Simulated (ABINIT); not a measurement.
Input of an ABINIT 10.8.3 (patched build) run:

The input run.abi:

```
ndtset 4

pp_dirpath "./"
pseudos "Mn.GGA_PBE-ansatz.xml, O.GGA_PBE-ansatz.xml"

acell 3*1.0
rprim
     5.3981504145     0.0000000000     0.0000000000
    -2.6990752073     4.6749353926     0.0000000000
     0.0000000000     0.0000000000     8.6953367683
ntypat 2
znucl 25 8
natom 3
typat 1 2 2
xred
            0.0            0.0            1/2
            1/3            2/3   0.7062925700
            2/3            1/3   0.2937074300

ecut 16.0
pawecutdg 32.0
pawxcdev 0
pawovlp 30

kptopt 2
ngkpt 6 6 3
nshiftk 1
shiftk 0.0 0.0 0.0

ixc -116133

nband 19
occopt 3
tsmear 0.05 eV

nsppol 2
spinat
     0.0000000000     0.0000000000     4.0000000000
     0.0000000000     0.0000000000     0.0000000000
     0.0000000000     0.0000000000     0.0000000000
nsym 1

usepawu 1
lpawu 2 -1
upawu 0.0 0.0 eV
jpawu 0.0 0.0 eV
dmatpuopt 1

nstep 120
tolvrs 1.0e-9

prteig 0
prtebands 0
prtden 0
prtwf 0

irdwfk 1
macro_uj 1
pawujat 1
pawujv1 -0.15 eV
pawujv2 -0.05 eV
pawujv3 0.05 eV
pawujv4 0.15 eV
```

Contents of gs.abi:

```
pp_dirpath "./"
pseudos "Mn.GGA_PBE-ansatz.xml, O.GGA_PBE-ansatz.xml"

acell 3*1.0
rprim
     5.3981504145     0.0000000000     0.0000000000
    -2.6990752073     4.6749353926     0.0000000000
     0.0000000000     0.0000000000     8.6953367683
ntypat 2
znucl 25 8
natom 3
typat 1 2 2
xred
            0.0            0.0            1/2
            1/3            2/3   0.7062925700
            2/3            1/3   0.2937074300

ecut 16.0
pawecutdg 32.0
pawxcdev 0
pawovlp 30

kptopt 2
ngkpt 6 6 3
nshiftk 1
shiftk 0.0 0.0 0.0

ixc -116133

nband 19
occopt 3
tsmear 0.05 eV

nsppol 2
spinat
     0.0000000000     0.0000000000     4.0000000000
     0.0000000000     0.0000000000     0.0000000000
     0.0000000000     0.0000000000     0.0000000000
nsym 1

usepawu 1
lpawu 2 -1
upawu 0.0 0.0 eV
jpawu 0.0 0.0 eV
dmatpuopt 1

nstep 120
tolvrs 1.0e-9

prteig 0
prtebands 0
prtden 0
```

Potentials or basis: Ansatz PAW PBE default generated set, frozen core.

Command:

```sh
$ abinit gs.abi > log 2>&1
$ ln -s gso_WFK runi_DS1_WFK
$ ln -s gso_WFK runi_DS2_WFK
$ ln -s gso_WFK runi_DS3_WFK
$ ln -s gso_WFK runi_DS4_WFK
$ abinit run.abi > log 2>&1
$ lruj runo_DS1_LRUJ.nc runo_DS2_LRUJ.nc runo_DS3_LRUJ.nc runo_DS4_LRUJ.nc > lruj.log 2>&1
```

Question: Estimate the Hubbard U from linear response.

Answer: 5.00 eV.

Question: Predict the band gap on the k mesh.

Answer: 0.78 eV, indirect (least direct gap 0.83 eV).

Question: Estimate the net moment.

Answer: 3.00 μB per cell.

Question: What does it give for the site moments?

Answer: Mn +2.90; O +0.06 μB.

Forces in eV/Å, atoms in the order of the input:
```
Mn   0.000  0.000  0.000
O    0.000  0.000 -0.157
O    0.000  0.000  0.157
```

Caveat: the k mesh is coarse (spacing up to 0.46 Å⁻¹), so the values aren't converged; the shifted atom has its images in every cell, so this scalar value isn't converged in cell size and belongs to these projectors alone; the atomic spheres overlap; the PAW data sets were made with another functional, which shifts forces and pressure a little; an odd mesh through Γ misses points on the zone boundary, where band edges often lie; a cell with one magnetic atom can't hold antiferromagnetic order, which such compounds often take.
